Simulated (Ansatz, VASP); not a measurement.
## Ti3Se: VASP beside Ansatz

```
Ti Se
1.0
     3.35671    0.00000    0.00000
     0.00000    3.35671    0.00000
     0.00000    0.00000    5.80068
Ti Se
3 1
Direct
  0.50000 0.50000 0.26050
  0.50000 0.50000 0.73950
  0.00000 0.00000 0.00000
  0.00000 0.00000 0.50000
```

Alike in both runs: functional PBE; k mesh 14 × 14 × 8; occupations gaussian, width 0.1 eV; no spin polarisation.

Ansatz relaxed the structure, and its values are those at the end. VASP's run is a single point on that final structure, the one shown.

|  | VASP | Ansatz |
| --- | --- | --- |
| version | VASP 6.6.1 | Ansatz 0.2.0 |
| potentials or method | VASP PAW PBE potentials, release 64 (Ti_sv, Se) | scalar-relativistic, plane waves, PAW |
| plane-wave cutoff (eV) | 520 | 420 |
| valence electrons in the cell | 42 | 52 |

Ansatz gave:

| Property | Result |
| --- | --- |
| gap on the k mesh at the Fermi level (eV) | none |
| pressure (GPa) | 0.0 |
| rms of the force components (eV/Å) | 0.000 |

Estimate VASP's values.

gap on the k mesh at the Fermi level (eV): none; pressure (GPa): 0.0; rms of the force components (eV/Å): 0.005.

A gap of «none» marks a metal or a gap that the smearing closes. With one functional, cell and mesh, what is left measures potentials, basis and numerics. The two sets of potentials don't hold the same shells in valence.
